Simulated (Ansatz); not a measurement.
Starting cell, InN (wurtzite):

```
CELL_PARAMETERS angstrom
      3.53693     0.00000     0.00000
     -1.76847     3.06307     0.00000
      0.00000     0.00000     5.71356
ATOMIC_POSITIONS crystal
  In 0.66667 0.33333 0.00203
  In 0.33333 0.66667 0.50203
  N  0.66667 0.33333 0.62317
  N  0.33333 0.66667 0.12317
```

In each cell atom 3 (N, nearest neighbour In at 2.156 Å; its periodic images, 3.5 Å or more away, move with it) moves by s·(0.707, 0.707, 0.000) (along Cartesian [110]), the rest being held.

The numbers are results of PBEsol (plane waves to 420 eV, PAW, scalar-relativistic; Ansatz, an electronic-structure program), not measurements. k mesh 9×9×5 (Γ-centred), Fermi-Dirac smearing 0.05 eV. The energy includes the smearing's −TS. With partly filled bands, energies and forces of such displacements shift with the k mesh and the smearing. At this level the bands of InN touch or barely overlap; measurements give the solid a gap. InN was relaxed with its symmetry unable to fall. The zero of ΔE is the undisplaced structure. The last digit holds for this mesh only.

| s (Å) | ΔE (meV/cell) |
|---|---|
| -0.220 | 213.7 |
| -0.176 | withheld |
| -0.132 | 81.4 |
| -0.088 | 37.3 |
| -0.044 | 9.6 |
| 0.000 | 0.0 |
| 0.044 | 10.4 |
| 0.088 | 43.1 |
| 0.132 | 101.0 |
| 0.176 | 187.4 |
| 0.220 | 306.3 |

Fit a polynomial form (powers 2, 3, 4) to the given rows and predict ΔE at s = -0.176.

Least squares on the 10 given rows: ΔE = (5151)·s² + (4340)·s³ + (4554)·s⁴, in meV/cell with s in Å; root-mean-square residual 0.12 meV/cell. At -0.176 the fit gives 140.3 meV/cell; the calculation gives 140.5 meV/cell, so the interpolation is off by -0.2 (-0.1 %). The quadratic term alone would give 159.6 meV/cell.

(A displaced cell: forces are minus the slopes of the energy, force constants its curvatures, and phonons follow from these.)
